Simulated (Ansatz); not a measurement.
In under changes of volume

One of the cells (26.144 Å³/atom); the others are scaled copies at fixed shape and fractional positions:

```
CELL_PARAMETERS angstrom
-1.62547 1.62547 2.47370
1.62547 -1.62547 2.47370
1.62547 1.62547 -2.47370
ATOMIC_POSITIONS crystal
In 0.00000 0.00000 0.00000
```

```yaml
Program: Ansatz 0.2.0
Functional: PBE0
Potentials_or_basis: Ansatz PAW
Cutoff: "420 eV (not typed: the program's choice for these potentials)"
k_mesh: 6 × 6 × 6
Occupations: fermi-dirac, width 0.05 eV
Spin: no spin polarisation
```

| volume (Å³/atom) | energy over the lowest point (meV/atom) | pressure (GPa) |
| --- | --- | --- |
| 24.575 | ? | ? |
| 25.098 | 3.20 | 1.5 |
| 25.621 | 0.00 | 0.5 |
| 26.144 | 4.16 | 0.5 |
| 26.666 | 4.04 | -0.4 |
| 27.189 | 6.62 | -1.2 |
| 27.712 | 11.58 | -1.9 |

What does the run at 24.575 Å³/atom give?

Energy over the lowest point 10.14 meV/atom; pressure 2.7 GPa.

The energies don't lie on one smooth curve, so no fit is given. The run at 26.144 Å³/atom lies farthest off, from a change of basis, grid or state.

Energies are extrapolated to zero smearing.

Caveats: all runs use coarse meshes; the PAW data sets come from PBE, with cores solved anew for the run's functional, which leaves a small shift of forces and pressure; the thresholds are loose for stress.
